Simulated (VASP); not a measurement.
# Ni (Fm-3m) in VASP: notebook, part 2 of 2

VASP 6.6.1.

## 3. Relaxation of cell and atoms, PBE, collinear spin, ferromagnetic start

File INCAR:

```
SYSTEM = Ni
PREC = Accurate ; ENCUT = 580
EDIFF = 1E-7 ; ISMEAR = -1
SIGMA = 0.05 ; LREAL = .False.
LASPH = .True. ; NELM = 100
ALGO = Fast ; ISIF = 3
LWAVE = .False. ; LCHARG = .False.
ISPIN = 2 ; MAGMOM = 1
LORBIT = 11 ; LMAXMIX = 4
GGA = PE ; IBRION = 2
NSW = 40 ; EDIFFG = -0.01
```

File KPOINTS:

```
regular mesh
0
Gamma
  13 13 13
  0 0 0
```

File POSCAR:

```
Ni
1.0
    0.0000000000      1.7375729330      1.7375729330
    1.7375729330      0.0000000000      1.7375729330
    1.7375729330      1.7375729330      0.0000000000
Ni
1
Direct
    0.0000000000      0.0000000000      0.0000000000
```

Potentials or basis: VASP PAW PBE potentials, release 54 (Ni).

Run with:

```bash
$ cat potpaw_PBE.54/Ni/POTCAR > POTCAR
$ mpirun -np 1 vasp_std > vasp.out
```

It took 42 s on 1 thread of Intel Xeon Platinum 8488C (Sapphire Rapids), shared host; peak memory 0.14 GiB.

Results (log left out):

```yaml
Free_energy: -5.4797 eV
Relaxed_volume: 10.88 Å³/atom
Relaxed_cell: a = 2.488 Å, b = 2.488 Å, c = 2.488 Å, α = 60.00°, β = 60.00°, γ = 60.00°
Space_group_after_relaxing_to_0.05_Å: Fm-3m (No. 225)
Energy_gained_by_relaxing: 9.2 meV/atom
Ionic_steps: 3
Pressure_after_relaxing: -0.1 GPa
Band_gap_on_the_k_mesh: none (metal or under the smearing width)
Net_moment: 0.63 μB per cell
Site_moments: Ni +0.64 μB
Valence_electrons_inside_the_program's_atomic_spheres: Ni 9.31
```

Step by step:
```
step  energy change (eV)  largest force (eV/Å)  pressure (GPa)  volume (Å³)
   1              0.0000                0.0000            7.87        10.49
   2             -0.0003                0.0000           -6.72        11.29
   3             -0.0092                0.0000           -0.07        10.88
```

Final structure:
```
Ni
1.0
     0.00000    1.75893    1.75893
     1.75893    0.00000    1.75893
     1.75893    1.75893    0.00000
Ni
1
Direct
  0.00000 0.00000 0.00000
```

Levels at points of the mesh, in eV from the Fermi level:
Spin up:
| k point | band 2 | band 3 | band 4 | band 5 | band 6 | band 7 | band 8 | band 9 |
| --- | --- | --- | --- | --- | --- | --- | --- | --- |
| (0.00, 0.00, 0.00) | -2.44 | -2.44 | -2.44 | -1.26 | -1.26 | 23.71 | 27.57 | 27.57 |
Spin down:
```tsv
k point	band 3	band 4	band 5	band 6	band 7	band 8
(0.00, 0.00, 0.00)	-1.68	-1.68	-0.68	-0.68	23.56	27.56
```

## 4. Single point, PBE, collinear spin, ferromagnetic start

File INCAR:

```
PREC     = Accurate       # precision mode
ENCUT    = 520            # plane-wave cutoff, eV
EDIFF    = 1E-6           # SCF threshold, eV
ISMEAR   = 0              # smearing method
SIGMA    = 0.027000000000000003 # smearing width, eV
LREAL    = False          # projectors in reciprocal space
LASPH    = True           # aspherical terms in the spheres
NELM     = 100            # most SCF steps
ALGO     = Normal         # electronic algorithm
ISIF     = 2              # what is computed and relaxed
LWAVE    = False          # write WAVECAR
LCHARG   = False          # write CHGCAR
ISPIN    = 2              # spin polarisation
MAGMOM   = 1              # initial moments
LORBIT   = 11             # projections on sites
LMAXMIX  = 4              # l up to which the mixer works
GGA      = PE             # functional
```

File KPOINTS:

```
Automatic mesh
0
Gamma
  13 13 13
```

POSCAR is that of step 3.

Potentials or basis: VASP PAW PBE potentials, release 64 (Ni).

Run with:

```bash
$ cat potpaw_PBE.64/Ni/POTCAR > POTCAR
$ mpirun -np 1 vasp_std > vasp.out
```

Wall time 11 s (1 thread of Intel Xeon Platinum 8488C (Sapphire Rapids), shared host); peak memory 0.13 GiB.

It converged, with:

* Free energy: -5.4646 eV
* Pressure: 7.7 GPa
* Band gap on the k mesh: none (metal or under the smearing width)
* Net moment: 0.62 μB per cell
* Site moments: Ni +0.63 μB
* Valence electrons inside the program's atomic spheres: Ni 9.38

Levels at points of the mesh, in eV from the Fermi level:
Spin up:
```csv
k point,band 1,band 2,band 3,band 4,band 5,band 6,band 7,band 8,band 9,band 10
"(0.00, 0.00, 0.00)",-9.29,-2.55,-2.55,-2.55,-1.30,-1.30,24.01,28.16,28.16,28.16
```
Spin down:
```tsv
k point	band 3	band 4	band 5	band 6	band 7	band 8
(0.00, 0.00, 0.00)	-1.79	-1.79	-0.73	-0.73	23.86	28.14
```

## 5. Relaxation of cell and atoms, PBE, collinear spin, ferromagnetic start

File INCAR:

```
PREC     = Accurate       # precision mode
ENCUT    = 580            # plane-wave cutoff, eV
EDIFF    = 1E-6           # SCF threshold, eV
ISMEAR   = -1             # smearing method
SIGMA    = 0.05           # smearing width, eV
LREAL    = F              # projectors in reciprocal space
LASPH    = T              # aspherical terms in the spheres
NELM     = 150            # most SCF steps
ALGO     = Normal         # electronic algorithm
ISIF     = 3              # what is computed and relaxed
LWAVE    = F              # write WAVECAR
LCHARG   = F              # write CHGCAR
ISPIN    = 2              # spin polarisation
MAGMOM   = 1              # initial moments
LORBIT   = 11             # projections on sites
LMAXMIX  = 4              # l up to which the mixer works
GGA      = PE             # functional
IBRION   = 2              # ionic algorithm
NSW      = 40             # ionic steps
EDIFFG   = -0.01          # ionic threshold
```

File KPOINTS:

```
regular mesh
0
Gamma
  13 13 13
```

POSCAR is that of step 4.

Run with:

```bash
$ cat potpaw_PBE.64/Ni/POTCAR > POTCAR
$ mpirun -np 1 vasp_std > vasp.out
```

It took 31 s on 1 thread of Intel Xeon Platinum 8488C (Sapphire Rapids), shared host; peak memory 0.14 GiB.

Results (log left out):

```
Free energy                                           : -5.4797 eV
Relaxed volume                                        : 10.88 Å³/atom
Relaxed cell                                          : a = 2.487 Å, b = 2.487 Å, c = 2.487 Å, α = 60.00°, β = 60.00°, γ = 60.00°
Space group after relaxing (to 0.05 Å)                : Fm-3m (No. 225)
Energy gained by relaxing                             : 9.2 meV/atom
Ionic steps                                           : 3
Pressure after relaxing                               : 0.0 GPa
Band gap on the k mesh                                : none (metal or under the smearing width)
Net moment                                            : 0.63 μB per cell
Site moments                                          : Ni +0.64 μB
Valence electrons inside the program's atomic spheres : Ni 9.31
```

Step by step:
```
step  energy change (eV)  largest force (eV/Å)  pressure (GPa)  volume (Å³)
   1              0.0000                0.0000            7.88        10.49
   2             -0.0002                0.0000           -6.67        11.29
   3             -0.0092                0.0000           -0.01        10.88
```

Final structure:
```cif
data_structure
_symmetry_space_group_name_H-M 'P 1'
_symmetry_Int_Tables_number 1
_cell_length_a 2.4874
_cell_length_b 2.4874
_cell_length_c 2.4874
_cell_angle_alpha 60.000
_cell_angle_beta 60.000
_cell_angle_gamma 60.000
_cell_volume 10.88
loop_
_atom_site_label
_atom_site_type_symbol
_atom_site_fract_x
_atom_site_fract_y
_atom_site_fract_z
_atom_site_occupancy
Ni1 Ni 0.00000 0.00000 0.00000 1
```

Levels at points of the mesh, in eV from the Fermi level:
Spin up:
```tsv
k point	band 2	band 3	band 4	band 5	band 6	band 7	band 8	band 9
(0.00, 0.00, 0.00)	-2.44	-2.44	-2.44	-1.26	-1.26	23.71	27.58	27.58
```
Spin down:
| k point | band 1 | band 2 | band 3 | band 4 | band 5 | band 6 | band 7 | band 8 | band 9 | band 10 |
| --- | --- | --- | --- | --- | --- | --- | --- | --- | --- | --- |
| (0.00, 0.00, 0.00) | -9.05 | -1.68 | -1.68 | -1.68 | -0.68 | -0.68 | 23.56 | 27.56 | 27.56 | 27.56 |

## 6. Relaxation of cell and atoms, PBE, collinear spin, ferromagnetic start

File INCAR:

```
  ALGO = Normal
  EDIFF = 1E-7
  EDIFFG = -0.01
  ENCUT = 600
  GGA = PE
  IBRION = 2
  ISIF = 3
  ISMEAR = -1
  ISPIN = 2
  LASPH = T
  LCHARG = F
  LMAXMIX = 4
  LORBIT = 11
  LREAL = F
  LWAVE = F
  MAGMOM = 1
  NELM = 100
  NSW = 60
  PREC = Accurate
  SIGMA = 0.05
```

File KPOINTS:

```
k-points
0
Gamma
  13 13 13
```

POSCAR is that of step 5.

Potentials or basis: VASP PAW PBE potentials, release 64 (Ni_pv).

Run with:

```bash
$ cat potpaw_PBE.64/Ni_pv/POTCAR > POTCAR
$ mpirun -np 1 vasp_std > vasp.out
```

Run time: 48 s. Hardware: 1 thread of Intel Xeon Platinum 8488C (Sapphire Rapids), shared host; peak memory 0.14 GiB.

It converged, with:

- Free energy: -5.4967 eV
- Relaxed volume: 10.80 Å³/atom
- Relaxed cell: a = 2.481 Å, b = 2.481 Å, c = 2.481 Å, α = 60.00°, β = 60.00°, γ = 60.00°
- Space group after relaxing (to 0.05 Å): Fm-3m (No. 225)
- Energy gained by relaxing: 6.3 meV/atom
- Ionic steps: 3
- Pressure after relaxing: 0.0 GPa
- Band gap on the k mesh: none (metal or under the smearing width)
- Net moment: 0.63 μB per cell
- Site moments: Ni +0.66 μB
- Valence electrons inside the program's atomic spheres: Ni 14.53

The path:
| step | energy change (eV) | largest force (eV/Å) | pressure (GPa) | volume (Å³) |
| --- | --- | --- | --- | --- |
| 1 | 0.0000 | 0.0000 | 6.73 | 10.49 |
| 2 | 0.0018 | 0.0000 | -6.70 | 11.18 |
| 3 | -0.0063 | 0.0000 | -0.01 | 10.80 |

Final structure:
```cif
data_structure
_symmetry_space_group_name_H-M 'P 1'
_symmetry_Int_Tables_number 1
_cell_length_a 2.4814
_cell_length_b 2.4814
_cell_length_c 2.4814
_cell_angle_alpha 60.000
_cell_angle_beta 60.000
_cell_angle_gamma 60.000
_cell_volume 10.80
loop_
_atom_site_label
_atom_site_type_symbol
_atom_site_fract_x
_atom_site_fract_y
_atom_site_fract_z
_atom_site_occupancy
Ni1 Ni 0.00000 0.00000 0.00000 1
```

Levels at points of the mesh, in eV from the Fermi level:
Spin up:
| k point | band 6 | band 7 | band 8 | band 9 | band 10 | band 11 |
| --- | --- | --- | --- | --- | --- | --- |
| (0.00, 0.00, 0.00) | -2.48 | -2.48 | -1.28 | -1.28 | 23.75 | 27.73 |
Spin down:
| k point | band 5 | band 6 | band 7 | band 8 | band 9 | band 10 | band 11 | band 12 |
| --- | --- | --- | --- | --- | --- | --- | --- | --- |
| (0.00, 0.00, 0.00) | -1.71 | -1.71 | -1.71 | -0.69 | -0.69 | 23.58 | 27.71 | 27.71 |

## 7. The reference run

An earlier run on the cell as given: functional PBEsol; potentials or basis VASP PAW PBE potentials, release 64 (Ni); cutoff 520 eV; k mesh 13 × 13 × 13; occupations fermi-dirac, width 0.05 eV; collinear spin, ferromagnetic start; starting moments [1.0] μB.

* Pressure: -2.4 GPa
* Band gap on the k mesh: none (metal or under the smearing width)
* Net moment: 0.62 μB per cell
* Site moments: Ni +0.63 μB
* Valence electrons inside the program's atomic spheres: Ni 9.38

## 8. Overview

```tsv
task	level	potentials or basis	cell	cutoff (eV)	smearing	ladder	gap on the mesh (eV)	pressure (GPa)	moment (μB)	relaxed volume (Å³/atom)
relaxation of cell and atoms	PBE	VASP PAW PBE potentials, release 54 (Ni)	relaxed	600	fermi-dirac 0.05 eV	-	none	0.0	0.63	10.88
relaxation of cell and atoms	PBE	VASP PAW PBE potentials, release 54 (Ni)	relaxed	580	fermi-dirac 0.05 eV	-	none	-0.1	0.63	10.88
single point	PBE	VASP PAW PBE potentials, release 64 (Ni)	as given	520	gaussian 0.027 eV	-	none	7.7	0.62	-
relaxation of cell and atoms	PBE	VASP PAW PBE potentials, release 64 (Ni)	relaxed	580	fermi-dirac 0.05 eV	-	none	0.0	0.63	10.88
relaxation of cell and atoms	PBE	VASP PAW PBE potentials, release 64 (Ni_pv)	relaxed	600	fermi-dirac 0.05 eV	-	none	0.0	0.63	10.80
single point	PBEsol	VASP PAW PBE potentials, release 64 (Ni)	as given	520	fermi-dirac 0.05 eV	free	none	-2.4	0.62	-
```

Alike in all rows: spin collinear, ferromagnetic start; k mesh 13 × 13 × 13.

Caveats: the PAW data sets were made with another functional, which shifts forces and pressure a little (some runs).

Absolute energies hang on the potentials; compare differences alone.
